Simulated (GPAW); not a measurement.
A run of GPAW 26.7.0 is set up as follows.

Contents of run.py:

```python
from ase.dft.bandgap import bandgap
from ase.io import read, write
from ase.units import GPa
from gpaw import GPAW, PW

atoms = read('TaN.xyz')

calc = GPAW(mode=PW(800),
            xc='PBE',
            kpts={'size': (10, 10, 10), 'gamma': True},
            occupations={'name': 'methfessel-paxton', 'order': 0, 'width': 0.028999999999999998},
            nbands=19,
            convergence={'density': 1e-05, 'energy': 1e-05},
            maxiter=150,
            txt='gpaw.txt')
atoms.calc = calc
energy = atoms.get_potential_energy()
forces = atoms.get_forces()
stress = atoms.get_stress()
calc.write('gs.gpw')
write('result.traj', atoms)
print(f'Energy: {energy:.6f} eV')
print('Forces (eV/A):')
print(forces.round(4))
print('Stress (GPa):', (stress / GPa).round(3))
print('Fermi level:', round(calc.get_fermi_level(), 4), 'eV')
print(f'Gap: {bandgap(calc)[0]:.4f} eV, direct: {bandgap(calc, direct=True)[0]:.4f} eV')
```

File TaN.xyz:

```xyz
2
Lattice="0.0000000000 2.2113230000 2.2113230000 2.2113230000 0.0000000000 2.2113230000 2.2113230000 2.2113230000 0.0000000000" Properties=species:S:1:pos:R:3 pbc="T T T"
Ta     2.2113230000      2.2113230000      2.2113230000
N      0.0000000000      0.0000000000      0.0000000000
```

Potentials or basis: GPAW PAW data sets (gpaw-data 1.2.1), pw.

Launch:

```bash
$ OMP_NUM_THREADS=1 python run.py
```

Question: What does it give for the pressure?

Answer: -1.6 GPa.

Question: What does it give for the band gap on the k mesh?

Answer: None (metal or under the smearing width).

Spin-orbit coupling is left out, which matters for the levels of Ta.
